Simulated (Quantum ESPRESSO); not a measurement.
Te2Pt (Moncheite) under changes of volume

One of the cells (24.143 Å³/atom); the others are scaled copies at fixed shape and fractional positions:

```
Pt Te
1.0
     4.01000    0.00000    0.00000
    -2.00500    3.47276    0.00000
     0.00000    0.00000    5.20100
Pt Te
1 2
Direct
  0.00000 0.00000 0.00000
  0.66667 0.33333 0.75000
  0.33333 0.66667 0.25000
```

* Program: Quantum ESPRESSO 7.5
* Functional: PBE
* Potentials or basis: PseudoDojo 0.4.1 SR PBE standard
* Cutoff: 1143 eV
* Density cutoff: 4572 eV
* k mesh: 8 × 8 × 5
* Occupations: fermi-dirac, width 0.05 eV
* Spin: no spin polarisation

| volume (Å³/atom) | energy over the lowest point (meV/atom) | pressure (GPa) | largest force (eV/Å) |
| --- | --- | --- | --- |
| 22.694 | ? | ? | ? |
| 23.177 | 122.17 | 15.1 | 1.613 |
| 23.660 | 81.31 | 11.9 | 1.324 |
| 24.143 | 49.57 | 9.1 | 1.059 |
| 24.626 | 25.99 | 6.5 | 0.816 |
| 25.108 | 9.72 | 4.2 | 0.593 |
| 25.591 | 0.00 | 2.2 | 0.388 |

Q: What does the run at 22.694 Å³/atom give?

A: Energy over the lowest point 173.20 meV/atom; pressure 18.7 GPa; largest force 1.929 eV/Å.

Worked out: A Birch-Murnaghan fit of order 3 (a polynomial in V^(-2/3)) to the other rows has its minimum at 26.18 Å³/atom, just outside them, with B0 = V·E''(V) = 93 GPa and B' = 4.9 at fixed shape and positions, which overstates the stiffness. It gives 173.20 meV/atom at 22.694 Å³/atom, against the run's 173.20, and -dE/dV = 18.7 GPa, against 18.7.

Energies are extrapolated to zero smearing.

Caveats: forces of over 1 eV/Å show positions far from the minimum, so gaps and moduli don't describe the material at rest (some runs).
